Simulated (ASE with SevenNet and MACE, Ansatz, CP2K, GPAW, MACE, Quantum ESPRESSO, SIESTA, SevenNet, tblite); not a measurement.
# Machine-learned potentials on H-capped AlAs nanowire along [111] (40 atoms): settings against a plane-wave reference

Wanted: machine-learned potentials inputs and outputs for H-capped AlAs nanowire along [111] (40 atoms), checked against a plane-wave reference.

Method: the method is named at each step, in ASE with SevenNet and MACE.

## Step 1: The structure

The cell holds 40 atoms: 9 Al, 9 As and 22 H. Its edges and angles: a = 19.586 Å, b = 16.545 Å, c = 9.805 Å, α = 90.0°, β = 90.0°, γ = 90.0°. It derives from AlAs (zinc-blende). Diamond section of size parameter 4.53 Å cut from zinc-blende AlAs (a = 5.661 Å) along [111], 1 period, broken bonds capped with H, 9 Å of vacuum. Then every atom was moved at random, 0.05 Å r.m.s. a Cartesian component (hydrogen 0.6 of that). Regions: wire, 18 atoms (9 Al and 9 As); hydrogen, 22 atoms (22 H). Vacuum lies along a and b. The structure's axis is c.

The yardstick, on the same geometry:

```
method                                           : Kohn-Sham DFT, PBE, PAW, plane waves (Ansatz 0.2.0); cutoff 420 eV, Γ point, fermi-dirac smearing of 0.05 eV; PAW set soft_2
r.m.s. force component                           : 0.7893 eV/Å
longest force                                    : 3.625 eV/Å
gap (highest filled to lowest empty level) : 3.3 eV
SCF cycles                                       : 8
time                                             : 6 s on 8 threads of Arm Neoverse V2, shared host
CPU time                                         : 43 s
```

## Step 2: SevenNet 0 potential

Method: machine-learned interatomic potential SevenNet 0, trained on PBE(+U) plane-wave data.

run.py reads:

```python
import numpy as np
from ase.io import read
import mlip  # loads the published weights by name

atoms = read("structure.xyz")
atoms.calc = mlip.calc("7net-0")
energy = atoms.get_potential_energy()
forces = atoms.get_forces()
print(f"energy {energy:.6f} eV")
print("forces (eV/A)")
for i, (a, f) in enumerate(zip(atoms, forces)):
    print(f"{i:4d} {a.symbol:2s} {f[0]:10.5f} {f[1]:10.5f} {f[2]:10.5f}")
```

structure.xyz reads:

```xyz
40
Lattice="19.58599 0.00000 0.00000 0.00000 16.54490 0.00000 0.00000 0.00000 9.80514" Properties=species:S:1:pos:R:3 pbc="T T T"
Al 7.83773 7.19256 3.24129
As 7.78073 7.16841 5.78386
Al 5.82899 8.26600 9.77180
As 5.72851 8.37106 2.36461
Al 7.71140 9.43374 6.53179
As 7.76917 9.47460 8.94258
Al 11.75590 7.19306 3.32306
As 11.79233 7.16841 5.72963
Al 9.78085 6.01705 6.51365
As 9.79691 5.94061 8.97337
Al 9.77928 8.35997 9.74984
As 9.83295 8.14903 2.47550
Al 9.87036 10.57666 3.34394
As 9.80259 10.62331 5.72277
Al 11.82543 9.45905 6.55385
As 11.90436 9.40627 8.92425
Al 13.76895 8.16325 0.03765
As 13.71568 8.28502 2.50551
H 7.81559 5.64760 2.73230
H 6.58050 6.42488 6.25793
H 5.77003 6.82179 9.32312
H 4.51418 9.02442 9.30351
H 5.83878 9.79144 2.96174
H 4.58665 7.58832 2.95527
H 6.47670 10.13905 6.00663
H 7.79072 10.87579 9.51197
H 11.82504 5.63106 2.70553
H 13.05054 6.41049 6.20881
H 9.79809 4.52139 6.03506
H 11.03220 5.28047 9.50883
H 8.54263 5.28659 9.48765
H 11.06726 11.37694 2.77378
H 8.50306 11.37545 2.76701
H 9.78457 12.01855 6.24784
H 13.06993 10.21366 6.05860
H 11.74396 10.91384 9.51285
H 13.80264 6.85091 9.29410
H 15.03519 9.06545 9.27390
H 15.06026 7.53968 2.98557
H 13.78227 9.80633 2.94860
```

Command:

```sh
$ OMP_NUM_THREADS=1 python run.py > output.txt
```

The program printed:

```text
energy -146.492523 eV
forces (eV/A)
   0 Al   -0.64572   -1.07270    0.01253
   1 As    0.77308    0.32654   -0.63201
   2 Al   -1.10532    0.63343   -0.45554
   3 As    1.00145    0.23445    0.48330
   4 Al    0.78716    0.22140   -0.02183
   5 As    0.30118   -0.70738    0.04298
   6 Al    0.30787   -2.11683   -0.48952
   7 As   -0.27664    0.10534    0.31035
   8 Al    0.16874   -0.47052   -0.18433
   9 As   -0.11980    1.12174   -0.25257
  10 Al    0.49314   -0.28891    0.24986
  11 As   -0.33304    1.34430   -0.56183
  12 Al   -1.34645    0.69438   -1.23786
  13 As   -0.17330   -1.07335    0.27217
  14 Al   -0.23246    0.04441   -0.23697
  15 As   -1.05078    0.57593    0.84545
  16 Al    1.46120    2.88113    0.18531
  17 As    1.11800    0.63657    0.26281
  18 H    -0.01337    0.58586    0.23519
  19 H    -0.88157   -0.54185    0.35930
  20 H     0.34540   -1.04001   -0.26046
  21 H     0.21188    0.18841   -0.00982
  22 H    -0.11607    0.15815    0.01030
  23 H    -0.66959   -0.32601    0.32337
[...]
32 H     0.64630   -0.78328    0.44758
  33 H    -0.00021    0.83799    0.24525
  34 H     0.46267    0.27606   -0.27873
  35 H     0.21391   -0.46416   -0.13606
  36 H    -0.25880   -2.69033   -0.87307
  37 H    -0.63005   -0.36148    0.45214
  38 H    -0.45002    0.26927   -0.09130
  39 H    -0.00063   -0.41633   -0.14508
```

It took 6.3 s on 1 thread of Arm Neoverse V2, shared host; peak memory 0.6 GiB.

Banners, paths, timers and routine set-up lines are dropped from the logs unmarked, and long logs keep their key lines alone; longer cuts are marked.

Compared with the plane-wave run:

```yaml
r_m_s_force_component: 0.6828 eV/Å
r_m_s_difference_of_force_components: 334 meV/Å
longest_difference_of_force_vectors: 1007 meV/Å
force_difference_over_r_m_s_force: 42.32 %
slope_of_forces_against_the_reference_s: 0.7846
correlation_of_force_components: 0.907
```

Length of the force difference by element (eV/Å):

```
element  atoms  mean  most
     Al      9  0.45  0.60
     As      9  0.49  0.79
      H     22  0.58   1.0
```

A closer look about H34, picked at random: 9 atoms, nearest first, numbered in the order of the input, with positions taken from that point.

```
atom      x      y      z  distance (Å)  bonds     Fx     Fy  Fz (eV/Å)
 H34   0.00   0.00   0.00          0.00      1   0.00   0.84       0.25
As14   0.02  -1.40  -0.53          1.49      4  -0.17  -1.07       0.27
Al13   0.09  -1.44  -2.90          3.24      4  -1.35   0.69      -1.24
Al15   2.04  -2.56   0.31          3.29      4  -0.23   0.04      -0.24
 Al5  -2.07  -2.58   0.28          3.33      4   0.79   0.22      -0.02
 H35   3.29  -1.80  -0.19          3.75      1   0.46   0.28      -0.28
 H32   1.28  -0.64  -3.47          3.76      1   0.60  -0.11       0.01
 H33  -1.28  -0.64  -3.48          3.76      1   0.65  -0.78       0.45
 H25  -3.31  -1.88  -0.24          3.81      1  -0.71   0.45      -0.30
```

Atoms are counted from 1 here, from 0 in the log.

Forces lie 42 % from the reference's, at 0.15 times its CPU time (on 1 against 8 cores).

## Step 3: MACE MPA-0 medium potential

Method: machine-learned interatomic potential MACE MPA-0 medium, trained on PBE(+U) plane-wave data.

Changes to run.py since step 2:

```diff
@@ -5,3 +5,3 @@
 atoms = read("structure.xyz")
-atoms.calc = mlip.calc("7net-0")
+atoms.calc = mlip.calc("mace-mpa-0-medium")
 energy = atoms.get_potential_energy()
```

structure.xyz is that of step 2.

The program printed:

```text
energy -144.350283 eV
forces (eV/A)
   0 Al   -0.90862   -1.07354    0.21881
   1 As    0.88974    0.34659   -0.87718
   2 Al   -0.86984    1.09827   -0.49735
   3 As    1.87972    0.08615    0.46144
   4 Al    1.14907    0.54621    0.08458
   5 As    0.52408   -0.47373    0.49562
   6 Al    0.43758   -2.26826   -0.15117
   7 As   -0.27773    0.13786    0.42573
   8 Al    0.17393   -0.42743   -0.28830
   9 As   -0.12660    1.76622   -0.54273
  10 Al    0.50923   -0.10299    0.67100
  11 As   -0.40412    1.92367   -0.99231
  12 Al   -1.29959    0.28603   -1.30370
  13 As   -0.34089   -1.58864    0.72202
  14 Al   -0.54253    0.31814   -0.35312
  15 As   -1.34579    0.72272    1.44304
  16 Al    1.33649    3.31364    0.49463
  17 As    0.69732    0.60144    0.05669
  18 H    -0.20365    0.45975    0.12120
  19 H    -0.62318   -0.38465    0.27405
  20 H     0.48712   -1.53890   -0.17873
  21 H    -0.11603    0.37433   -0.07270
  22 H    -0.57966   -0.56777    0.05732
  23 H    -0.47637    0.28786    0.44508
[...]
32 H     0.12934   -0.59443    0.30938
  33 H     0.00404    0.59647    0.25759
  34 H     0.77763    0.36852   -0.46145
  35 H     0.14938   -1.09117   -0.46469
  36 H    -0.38141   -3.31421   -0.97066
  37 H    -0.36397   -0.12417    0.40602
  38 H    -0.75855    0.83221   -0.09286
  39 H     0.34518   -1.06198   -0.12038
```

The job ended after 6.2 s (1 thread; peak memory 0.69 GiB).

Against the reference:

```
r.m.s. force component                  : 0.8182 eV/Å
r.m.s. difference of force components   : 196.6 meV/Å
longest difference of force vectors     : 653.4 meV/Å
force difference over r.m.s. force      : 24.91 %
slope of forces against the reference's : 1.006
correlation of force components         : 0.9707
```

Against the first run (42 %), the force difference from the reference is 25 %, at 0.98 times the CPU time.

## Step 4: SevenNet l3i5 potential

Method: machine-learned interatomic potential SevenNet l3i5, trained on PBE(+U) plane-wave data.

Changes to run.py since step 3:

```diff
@@ -5,3 +5,3 @@
 atoms = read("structure.xyz")
-atoms.calc = mlip.calc("mace-mpa-0-medium")
+atoms.calc = mlip.calc("7net-l3i5")
 energy = atoms.get_potential_energy()
```

structure.xyz is that of step 3.

The program printed:

```text
energy -144.528351 eV
forces (eV/A)
   0 Al   -0.51752   -0.75931    0.11511
   1 As    0.23890    0.08412   -0.61974
   2 Al   -0.62579    0.91380   -0.30714
   3 As    0.76640    0.34323    0.76103
   4 Al    1.02851    0.18006    0.21695
   5 As    0.16840   -0.10079    0.39678
   6 Al    0.24186   -1.81133   -0.27334
   7 As    0.22082   -0.17018    0.36512
   8 Al    0.17161   -0.20042   -0.08928
   9 As   -0.09442    0.86754   -0.04950
  10 Al    0.50666   -0.04976    0.71308
  11 As   -0.28962    1.37427   -0.58413
  12 Al   -1.47009    0.17755   -0.94717
  13 As   -0.20481   -0.69683    0.37084
  14 Al   -0.51421    0.02218    0.02891
  15 As   -0.75429    0.81773    1.10520
  16 Al    1.10965    3.50856    0.60024
  17 As    1.36576    0.63702    0.45567
  18 H    -0.12562    0.10195   -0.00151
  19 H    -0.45675   -0.31681    0.16298
  20 H     0.31405   -1.64853   -0.40621
  21 H    -0.34362    0.45483   -0.12216
  22 H    -0.36898   -0.33900    0.03356
  23 H    -0.27409    0.15208    0.16498
[...]
32 H     0.39008   -0.54661    0.26679
  33 H     0.00607    0.50880    0.04915
  34 H     1.03040    0.59037   -0.47299
  35 H     0.16342   -0.76125   -0.35389
  36 H    -0.26073   -3.59017   -1.32421
  37 H    -0.29094   -0.10876    0.28162
  38 H    -0.95918    0.71538   -0.21238
  39 H     0.21024   -0.81316   -0.09111
```

Run time: 7.2 s. Hardware: 1 thread; peak memory 0.73 GiB.

Numbers from this run, and their distance from the reference:

```yaml
r_m_s_force_component: 0.7395 eV/Å
r_m_s_difference_of_force_components: 266.4 meV/Å
longest_difference_of_force_vectors: 801.2 meV/Å
force_difference_over_r_m_s_force: 33.75 %
slope_of_forces_against_the_reference_s: 0.882
correlation_of_force_components: 0.9414
```

Against the first run (42 %), the force difference from the reference is 34 %, at 1.1 times the CPU time.

## Step 5: The ladder

Differences are against the plane-wave reference, forces as r.m.s. over components; share is that over the reference's r.m.s. force, slope the least-squares factor from reference forces to these. Total energies of different programs have different zeros and aren't compared.

```
                        run  Δ force, r.m.s. (meV/Å)  share (%)  slope  cores  CPU time  memory (GiB)
                  reference                        -          -      -      8      43 s           2.1
       SevenNet 0 potential                      334       42.3  0.785      1     6.3 s           0.6
MACE MPA-0 medium potential                      197       24.9  1.006      1     6.2 s          0.69
    SevenNet l3i5 potential                      266       33.7  0.882      1     7.2 s          0.73
```

Times of the machine-learned potentials are mostly Python's start and the loading of weights.

CPU time is summed over cores on a shared host, where runs went side by side, so it is rough. Symmetry, cutoffs, thresholds, outputs and thread counts weren't matched or tuned between programs; memory under MPI is the largest rank's times the ranks.

## Step 6: Results

```json
{
 "nearest in forces": "MACE MPA-0 medium potential, 25 %",
 "its CPU time": "6.2 s"
}
```

**Reading.** Machine-learned potentials differ by 25 % (MACE MPA-0 medium potential) to 42 % (SevenNet 0 potential); they were trained on other programs' data. Among those trained on PBE data the slope goes as low as 0.78, which softening far from their training structures can give, though the reference's k-sampling is untested too. Machine-learned potentials mimic data converged in k, so the reference's own k-point error enters their differences. Caps of real hydrogen don't mimic the fractional bonds of a polar compound, so surface states and strained caps may belong to the model. The electronic-structure runs sample only Γ, in a cell whose periodic width is 10 Å.

[Also dropped from logs without a mark: logging warnings of Python, and SIESTA's first energy breakdown and zero terms.]

[Logs are printed without paths, hosts, clocks, repeated set-up lines and the standing remarks that a program may print on its own settings, such as how far it seeks lower states.]

[Hosts, paths, dates, database ids (printed as entryN), source tags and the programs' standing remarks are cut or masked in the printed files.]
